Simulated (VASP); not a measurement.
# Hf (Im-3m) in VASP: notebook

Runs on Hf. Level: PBEsol. Tasks: single point.

Program: VASP 6.6.1. These are calculated values, not measurements. Logs are shortened: lines on timing, memory, paths and dates and some standing lists are left out, and cuts for length are marked.

### Step 1. Starting point

The structure is cubic, space group Im-3m (No. 229). The conventional cell has a = 3.561 Å, b = 3.561 Å, c = 3.561 Å, α = 90.00°, β = 90.00°, γ = 90.00°. Around Hf (site symmetry m-3m) lie 8 Hf at 3.08 Å.

This isn't the form of Hf at room conditions, which is hcp.

### Step 2. Single point, PBEsol

File INCAR:

```
ALGO     = Normal         # electronic algorithm
EDIFF    = 1E-7           # SCF threshold, eV
ENCUT    = 520            # plane-wave cutoff, eV
GGA      = PS             # functional
ISIF     = 2              # what is computed and relaxed
ISMEAR   = 0              # smearing method
LASPH    = T              # aspherical terms in the spheres
LCHARG   = F              # write CHGCAR
LREAL    = F              # projectors in reciprocal space
LWAVE    = F              # write WAVECAR
NBANDS   = 11             # bands
NELM     = 100            # most SCF steps
PREC     = Accurate       # precision mode
SIGMA    = 0.05           # smearing width, eV
```

File KPOINTS:

```
k-points
0
Gamma
  8 8 8
```

File POSCAR:

```
Hf
1.0
   -1.7803206758      1.7803206758      1.7803206758
    1.7803206758     -1.7803206758      1.7803206758
    1.7803206758      1.7803206758     -1.7803206758
Hf
1
Direct
    0.0000000000      0.0000000000      0.0000000000
```

Potentials or basis: VASP PAW PBE potentials, release 64 (Hf_pv).

Started as:

```sh
$ cat potpaw_PBE.64/Hf_pv/POTCAR > POTCAR
$ mpirun -np 1 vasp_std > vasp.out
```

OUTCAR:

```text
EDIFF = 1E-7
   ENCUT = 520
   GGA = PS
   ISIF = 2
   ISMEAR = 0
   LASPH = T
   LREAL = F
   NELM = 100
   PREC = Accurate

 ion  position               nearest neighbor table
   1  0.000  0.000  0.000-

  LATTYP: Found a body centered cubic cell.
 ALAT       =     3.5606413516

  Lattice vectors:

 A1 = (  -1.7803206758,   1.7803206758,   1.7803206758)
 A2 = (   1.7803206758,  -1.7803206758,   1.7803206758)
 A3 = (   1.7803206758,   1.7803206758,  -1.7803206758)

Analysis of symmetry for initial positions (statically):
=====================================================================
 Subroutine PRICEL returns:
 Original cell was already a primitive cell.

 Routine SETGRP: Setting up the symmetry group for a
 body centered cubic supercell.

 Subroutine GETGRP returns: Found 48 space group operations
 (whereof 48 operations were pure point group operations)
 out of a pool of 48 trial point group operations.

The static configuration has the point symmetry O_h .

Analysis of symmetry for dynamics (positions and initial velocities):
=====================================================================
 Subroutine PRICEL returns:
 Original cell was already a primitive cell.

 Routine SETGRP: Setting up the symmetry group for a
 body centered cubic supercell.

 Subroutine GETGRP returns: Found 48 space group operations
 (whereof 48 operations were pure point group operations)
 out of a pool of 48 trial point group operations.

The dynamic configuration has the point symmetry O_h .

 Subroutine INISYM returns: Found 48 space group operations
 (whereof 48 operations are pure point group operations),
 and found     1 'primitive' translations

----------------------------------------------------------------------------------------

                                     Primitive cell

  volume of cell :      22.5712

  direct lattice vectors                    reciprocal lattice vectors
    -1.780320676  1.780320676  1.780320676     0.000000000  0.280848280  0.280848280
     1.780320676 -1.780320676  1.780320676     0.280848280  0.000000000  0.280848280
     1.780320676  1.780320676 -1.780320676     0.280848280  0.280848280  0.000000000

  length of vectors
     3.083605864  3.083605864  3.083605864     0.397179447  0.397179447  0.397179447

  position of ions in fractional coordinates (direct lattice)
     0.000000000  0.000000000  0.000000000

  ion indices of the primitive-cell ions
   primitive index   ion index
                 1           1

----------------------------------------------------------------------------------------

 KPOINTS: k-points

Automatic generation of k-mesh.
 Grid dimensions read from file:
 generate k-points for:    8    8    8

 Generating k-lattice:

  Cartesian coordinates                     Fractional coordinates (reciprocal lattice)
     0.000000000  0.035106035  0.035106035     0.125000000  0.000000000  0.000000000
     0.035106035  0.000000000  0.035106035     0.000000000  0.125000000  0.000000000
     0.035106035  0.035106035  0.000000000     0.000000000  0.000000000  0.125000000

  Length of vectors
     0.049647431  0.049647431  0.049647431

  Shift w.r.t. Gamma in fractional coordinates (k-lattice)
     0.000000000  0.000000000  0.000000000

 Subroutine IBZKPT returns following result:
 ===========================================

 Found     29 irreducible k-points:

 Following reciprocal coordinates:
            Coordinates               Weight
  0.000000  0.000000  0.000000      1.000000
  0.125000  0.000000  0.000000     12.000000
  0.250000  0.000000  0.000000     12.000000
  0.375000  0.000000  0.000000     12.000000
  0.500000  0.000000  0.000000      6.000000
  0.125000  0.125000  0.000000     24.000000
[... 16 lines left out ...]
 -0.250000  0.250000  0.250000      6.000000
 -0.375000  0.375000  0.250000     24.000000
 [... further k-points ...]
   k-points           NKPTS =     29   k-points in BZ     NKDIM =     29   number of bands    NBANDS=     11
   number of dos      NEDOS =    301   number of ions     NIONS =      1
   total plane-waves  NPLWV =  13824
   dimension x,y,z NGX =    24 NGY =   24 NGZ =   24
   dimension x,y,z NGXF=    48 NGYF=   48 NGZF=   48
   ions per type =               1
   NGX,Y,Z   is equivalent  to a cutoff of  12.94, 12.94, 12.94 a.u.
   NGXF,Y,Z  is equivalent  to a cutoff of  25.88, 25.88, 25.88 a.u.
 SYSTEM =  unknown system
   PREC   = accura    normal or accurate (medium, high low for compatibility)
   ISTART =      0    job   : 0-new  1-cont  2-samecut
   ICHARG =      2    charge: 1-file 2-atom 10-const
   ISPIN  =      1    spin polarized calculation?
   LNONCOLLINEAR =      F non collinear calculations
   LSORBIT =      F    spin-orbit coupling
   LASPH  =      T    aspherical Exc in radial PAW
   ENCUT  =  520.0 eV  38.22 Ry    6.18 a.u.   5.73  5.73  5.73*2*pi/ulx,y,z
   NELM   =    100;   NELMIN=  2; NELMDL= -5     # of ELM steps
   EDIFF  = 0.1E-06   stopping-criterion for ELM
   LREAL  =      F    real-space projection
   EDIFFG = 0.1E-05   stopping-criterion for IOM
   NSW    =      0    number of steps for IOM
   IBRION =     -1    ionic relax: 0-MD 1-quasi-New 2-CG
   NFREE  =      0    steps in history (QN), initial steepest desc. (CG)
   ISIF   =      2    stress and relaxation
   ISYM   =      2    0-nonsym 1-usesym 2-fastsym
   POTIM  = 0.5000    time-step for ionic-motion
   TEBEG  =    0.0;   TEEND  =   0.0 temperature during run
   PSTRESS=    0.0 pullay stress
   NELECT =      10.0000    total number of electrons
   NUPDOWN=      -1.0000    fix difference up-down
   EMIN   =  10.00;   EMAX   =-10.00  energy-range for DOS
   EFERMI =   0.00;   METHOD = LEGACY
   ISMEAR =     0;   SIGMA  =   0.05  broadening in eV -4-tet -1-fermi 0-gaus
   EFERMI_NEDOS =   21; number of points for ismear=-14 and -15
   IALGO  =     38    algorithm
   IMIX   =      4    mixing-type and parameters
     AMIX     =   0.40;   BMIX     =  1.00
     AMIX_MAG =   1.60;   BMIX_MAG =  1.00
  volume/ion in A,a.u.               =      22.57       152.32
  Fermi-wavevector in a.u.,A,eV,Ry     =   1.248025  2.358425 21.191975  1.557566
  Thomas-Fermi vector in A             =   2.382130
   LORBIT       =      0    0 simple, 1 ext, 2 COOP (PROOUT), +10 PAW based schemes
   GGA     = PS    functional components
   LHFCALC =     F    Hartree Fock is set to
   AEXX    =    0.0000 exact exchange contribution
   IVDW    =     0    specifies the selected vdW correction
   LEPSILON=     F    determine dielectric tensor
   LRPA    =     F    only Hartree local field effects (RPA)
 non-spin polarized calculation
 Gauss-broadening in eV      SIGMA  =   0.05
  energy-cutoff  :      520.00
  volume of cell :       22.57
 maximum number of plane-waves:       622
   NGX = 11   NGY = 11   NGZ = 11

 number of electron      10.0000002 magnetization

 Free energy of the ion-electron system (eV)
  ---------------------------------------------------
  ext. energy  EPLUGINS =         0.00000000
  ---------------------------------------------------
  free energy    TOTEN  =       -10.31576757 eV

  energy without entropy =      -10.31328603  energy(sigma->0) =      -10.31452680

 E-fermi :   4.3172     XC(G=0): -11.3512

 val. band max:        4.2968486594   @ k =  -0.2500   0.2500   0.2500
 cond. band min:       4.3366063827   @ k =   0.2500   0.2500   0.0000
 fundamental gap:      0.0397577233
 Fermi energy:         4.3171905840

 k-point     1 :       0.0000    0.0000    0.0000
  band No.  band energies     occupation
      1     -25.4675      2.00000
      2     -25.4675      2.00000
      3     -25.4675      2.00000
      4      -2.6568      2.00000
      5       5.8552      0.00000
      6       5.8552      0.00000
      7       5.8552      0.00000
      8       8.6246      0.00000
      9       8.6246      0.00000
     10      17.5594      0.00000
     11      17.6367      0.00000

 k-point     2 :       0.1250    0.0000    0.0000
  band No.  band energies     occupation
      1     -25.5919      2.00000
      2     -25.5066      2.00000
      3     -25.4680      2.00000
      4      -2.0972      2.00000
      5       5.4823      0.00000
      6       5.6554      0.00000
      7       6.4146      0.00000
      8       8.1537      0.00000
      9       8.6293      0.00000
     10      17.5566      0.00000
     11      18.0960      0.00000

 k-point     3 :       0.2500    0.0000    0.0000
  band No.  band energies     occupation
      1     -25.8810      2.00000
      2     -25.5995      2.00000
      3     -25.4692      2.00000
      4      -0.6758      2.00000
      5       4.7227      0.00000
      6       4.9019      0.00000
      7       8.0131      0.00000
      8       8.1193      0.00000
      9       8.7728      0.00000
     10      17.5418      0.00000
     11      17.7128      0.00000

 k-point     4 :       0.3750    0.0000    0.0000
  band No.  band energies     occupation
      1     -26.1560      2.00000
      2     -25.6908      2.00000
      3     -25.4705      2.00000
      4       0.6601      2.00000
      5       4.0948      2.00000
      6       4.7734      0.00000
      7       8.4921      0.00000
      8       9.1581      0.00000
      9      10.3189      0.00000
     10      15.7339      0.00000
     11      15.7687      0.00000

 k-point     5 :       0.5000    0.0000    0.0000
  band No.  band energies     occupation
      1     -26.2662      2.00000
      2     -25.7281      2.00000
      3     -25.4710      2.00000
      4       1.0019      2.00000
      5       3.8619      2.00000
      6       5.4154      0.00000
      7       8.4386      0.00000
      8       9.4368      0.00000
      9      11.8846      0.00000
     10      14.3884      0.00000
     11      14.8277      0.00000
[... 211 lines left out ...]
 k-point    21 :      -0.3750   -0.3750    0.1250
  band No.  band energies     occupation
      1     -26.0473      2.00000
      2     -26.0473      2.00000
      3     -25.6244      2.00000
      4       3.3732      2.00000
      5       3.3732      2.00000
      6       3.6084      2.00000
      7       8.8473      0.00000
      8       8.8473      0.00000
      9      12.3011      0.00000
     10      14.8486      0.00000
     11      14.8486      0.00000

 k-point    22 :       0.2500    0.2500    0.2500
  band No.  band energies     occupation
      1     -25.8667      2.00000
      2     -25.8667      2.00000
      3     -25.8667      2.00000
      4       3.7198      2.00000
      5       3.7198      2.00000
      6       3.7198      2.00000
      7       9.5883      0.00000
      8       9.5883      0.00000
      9       9.8786      0.00000
     10      15.6868      0.00000
     11      15.6868      0.00000

 k-point    23 :      -0.2500    0.2500    0.2500
  band No.  band energies     occupation
      1     -25.8955      2.00000
      2     -25.7422      2.00000
      3     -25.7422      2.00000
      4       1.0125      2.00000
      5       4.2968      1.43495
      6       6.1188      0.00000
      7       6.1188      0.00000
      8       7.9535      0.00000
      9       9.2707      0.00000
     10      16.9561      0.00000
     11      17.5840      0.00000

 k-point    24 :      -0.3750    0.3750    0.2500
  band No.  band energies     occupation
      1     -26.0639      2.00000
      2     -25.8406      2.00000
      3     -25.7654      2.00000
      4       2.1350      2.00000
      5       3.3055      2.00000
      6       6.1327      0.00000
      7       6.6252      0.00000
      8       9.3315      0.00000
      9       9.8066      0.00000
     10      16.3202      0.00000
     11      17.5746      0.00000

 [... further k-points ...]

------------------------ aborting loop because EDIFF is reached ----------------------------------------

  FORCE on cell =-STRESS in cart. coord.  units (eV):
  Direction    XX          YY          ZZ          XY          YZ          ZX
  --------------------------------------------------------------------------------------
  -------------------------------------------------------------------------------------
  Total       -0.8725267     -0.8725267     -0.8725267      0.0000000     -0.0000000      0.0000000
  in kB      -61.9347822    -61.9347822    -61.9347822      0.0000000     -0.0000000      0.0000000
  external PRESSURE =     -61.9347822 kB  Pullay stress =       0.0000000 kB

 VOLUME and BASIS-vectors are now :
 -----------------------------------------------------------------------------
  energy-cutoff  :      520.00
  volume of cell :       22.57
      direct lattice vectors                 reciprocal lattice vectors
    -1.780320676  1.780320676  1.780320676     0.000000000  0.280848280  0.280848280
     1.780320676 -1.780320676  1.780320676     0.280848280  0.000000000  0.280848280
     1.780320676  1.780320676 -1.780320676     0.280848280  0.280848280  0.000000000

 POSITION                                       TOTAL-FORCE (eV/Angst)
 -----------------------------------------------------------------------------------
      0.00000      0.00000      0.00000        -0.000000      0.000000     -0.000000
 -----------------------------------------------------------------------------------
    total drift:                                0.000000      0.000000      0.000000

  FREE ENERGIE OF THE ION-ELECTRON SYSTEM (eV)
  ---------------------------------------------------
  free  energy   TOTEN  =       -10.3157675682 eV

  energy  without entropy=      -10.3132860317  energy(sigma->0) =      -10.31452680
```

Run time: 5.3 s. Hardware: 1 thread of Intel Xeon Platinum 8488C (Sapphire Rapids), shared host; peak memory 0.13 GiB.

What came out:

| Property | Result |
| --- | --- |
| Free energy | -10.3158 eV |
| Pressure | -6.2 GPa |
| Band gap on the k mesh | none (metal or under the smearing width) |

Caveat: the PAW data sets were made with another functional, which shifts forces and pressure a little. The run has no spin-orbit coupling, so splittings on Hf are missing.

### Step 3. Single point, PBEsol

This run uses another cell than the first one, of 23.52 Å³/atom, 1.042 times its volume.

File INCAR:

```
PREC     = Accurate       # precision mode
ENCUT    = 520            # plane-wave cutoff, eV
EDIFF    = 1E-7           # SCF threshold, eV
ISMEAR   = 0              # smearing method
SIGMA    = 0.05           # smearing width, eV
LREAL    = False          # projectors in reciprocal space
LASPH    = True           # aspherical terms in the spheres
NELM     = 100            # most SCF steps
ALGO     = Normal         # electronic algorithm
ISIF     = 2              # what is computed and relaxed
LWAVE    = False          # write WAVECAR
LCHARG   = False          # write CHGCAR
GGA      = PS             # functional
NBANDS   = 11             # bands
```

File KPOINTS:

```
regular mesh
0
Gamma
  8 8 8
```

File POSCAR:

```
Hf
1.0
   -1.8050000000      1.8050000000      1.8050000000
    1.8050000000     -1.8050000000      1.8050000000
    1.8050000000      1.8050000000     -1.8050000000
Hf
1
Direct
    0.0000000000      0.0000000000      0.0000000000
```

Potentials or basis: VASP PAW PBE potentials, release 64 (Hf_pv).

Started as:

```sh
$ cat potpaw_PBE.64/Hf_pv/POTCAR > POTCAR
$ mpirun -np 1 vasp_std > vasp.out
```

Run time: 6.4 s. Hardware: 1 thread of Intel Xeon Platinum 8488C (Sapphire Rapids), shared host; peak memory 0.14 GiB.

The run converged. Its results:

```
Free energy            : -10.2684 eV
Pressure               : -9.7 GPa
Band gap on the k mesh : none (metal or under the smearing width)
```

Levels at points of the mesh, in eV from the Fermi level:
```tsv
k point	band 3	band 4	band 5	band 6	band 7	band 8
(0.00, 0.00, 0.00)	-29.96	-6.86	1.49	1.49	1.49	4.14
(0.50, 0.00, 0.00)	-29.96	-3.21	-0.40	0.94	3.93	4.89
(0.50, 0.50, 0.50)	-30.45	-2.34	-2.34	6.43	6.43	6.43
```

Caveat: the PAW data sets were made with another functional, which shifts forces and pressure a little. Spin-orbit coupling is left out, which matters for the levels of Hf.
